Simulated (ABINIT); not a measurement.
The system is Zr.

```xyz
2
Lattice="3.2320 0.0000 0.0000 -1.6160 2.7990 0.0000 0.0000 0.0000 5.1470" Properties=species:S:1:pos:R:3 pbc="T T T"
Zr    1.6160    0.9330    3.8603
Zr    0.0000    1.8660    1.2868
```

Program: ABINIT 10.8.3 (patched build). Alike in all runs: no spin polarisation; cell as given; smearing fermi-dirac 0.05 eV. Hardware: 1 thread of Arm Neoverse V2 (shared host).

Problem. Order these runs on this cell by their wall time, lowest first.
A. task single point; level PBEsol; potentials or basis JTH PAW PBE v2.0; k mesh 5 × 5 × 3; cutoff (eV) 463; fine-grid cutoff 925.187 eV; mesh quality coarse
B. task band structure; level LDA; potentials or basis PseudoDojo NC SR LDA v0.4 stringent; k mesh 9 × 9 × 5; cutoff (eV) 952; mesh quality not flagged
C. task single point; level r2SCAN; potentials or basis JTH PAW PBE v2.0; k mesh 4 × 4 × 2; cutoff (eV) 544; fine-grid cutoff 1088.46 eV; mesh quality coarse
D. task band structure; level SOGGA; potentials or basis JTH PAW PBE v2.0; k mesh 9 × 9 × 5; cutoff (eV) 463; fine-grid cutoff 925.187 eV; mesh quality not flagged

Solution. A (9.5 s), C (19 s), D (44 s), B (110 s).

Caveats: some runs use coarse meshes.

Runs at the PBE level aren't shown here.
